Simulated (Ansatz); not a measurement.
**BP: from supercell energies to defect levels (B interstitial)**

Method: Ansatz 0.2.0, DFT PBE, scalar-relativistic, plane waves, PAW. Settings: 420 eV cutoff, 2×2×2 k-mesh, shifted by half a step, Gaussian smearing of 0.01 eV, collinear spin in charge 0, +2 alone.

Host crystal, relaxed:

```
B P
1.0
     0.00000    2.27410    2.27410
     2.27410    0.00000    2.27410
     2.27410    2.27410    0.00000
B P
1 1
Direct
  0.00000 0.00000 0.00000
  0.25000 0.25000 0.25000
```

The B interstitial was set at (0.500, 0.500, 0.500) of the host cell, in a supercell of 32 sites (376 Å³), relaxed at fixed cell in each charge q. The host's Kohn–Sham gap is 1.25 eV and its static dielectric constant 9.3 (mean). For each charge: the supercell's free energy over the neutral one with q electrons exchanged at the valence band top, F(q) − F(0) + qE_v; the image-charge term; and the term that aligns the potential far from the defect with the host's.

```csv
q,F(q) − F(0) + qE_v (eV),image charge (eV),alignment (eV)
+3,-2.313,2.801,-0.065
+2,-2.190,1.245,0.213
+1,-1.791,0.311,0.237
0,0.000,0.000,0.000
```

Q: Add the terms and find the levels between neighbouring charges, ε(q/q′) = [A(q′) − A(q)]/(q − q′), with and without the two corrections.

A: A(q): 0.423 eV for +3, -0.733 eV for +2, -1.242 eV for +1, 0.000 eV for 0.
```
  level corrected (eV over E_v) uncorrected (eV)
(+3/+2)                    -1.16              0.12
(+2/+1)                    -0.51              0.40
 (+1/0)                     1.24              1.79
```

As a check, a point charge in a simple cubic cell of this volume has q²αe²/(2εL) = 0.306 q² eV (e² = 14.40 eV Å, α = 2.837, L = 7.22 Å); the shape of the real cell can change it somewhat. The term grows as q², so it pushes donor levels down and acceptor levels up. The program doubts the alignment for q = +3, +2, so levels beside it are uncertain by about that term.

Q: Which of these charges is lowest with the Fermi level at the valence band top, at mid-gap and at the conduction band bottom?

A: The line A(q) + qE_F that lies lowest gives the charge: +1 at E_F = 0.00 eV, +1 at E_F = 0.62 eV, 0 at E_F = 1.25 eV. (+3/+2) and (+2/+1) fall outside this Kohn–Sham gap, so the change of charge isn't reached within it; the real gap is usually wider and may hold a localised level, while a level that comes from a carrier in the host's bands only marks the band edge and moves with it. In charge +2, 0 the cell has partly filled levels, from a carrier spread over the host's bands, a defect level that the small cell broadens into a band, or a degenerate defect level that the symmetric start can't split, so the levels beside it are doubtful. In charge +3 the extra carrier sits in the host's bands, sampled away from their edge; a term of -1.67 eV would put the level beside it at that edge (it also undoes corrections that don't apply to a spread carrier) and isn't included above. In charge +2 the extra carrier sits in the host's bands, sampled away from their edge; a term of -0.51 eV would put the level beside it at that edge (it also undoes corrections that don't apply to a spread carrier) and isn't included above. Charges beyond those computed could lie lower near the band edges.

Q: The neutral defect forms at 7.30 eV with atoms taken from and returned to the elements. What are the formation energies at those three Fermi levels, and what share of sites would hold the defect at 1200 K with E_F at mid-gap, if the host still stood at that temperature?

A: E_f = E_f(0) + A(q) + qE_F = 6.06, 6.68, 7.30 eV. In the dilute limit the share is exp(−E_f/k_BT) = exp(−6.684/0.1034) = 8.4×10⁻²⁹, leaving out degeneracy and vibrational entropy. This is the B-rich limit; a poorer supply of B, or a competing compound of it, raises E_f. The small cell and the narrow Kohn–Sham gap leave errors of tenths of an eV or more, which change the share by orders of magnitude.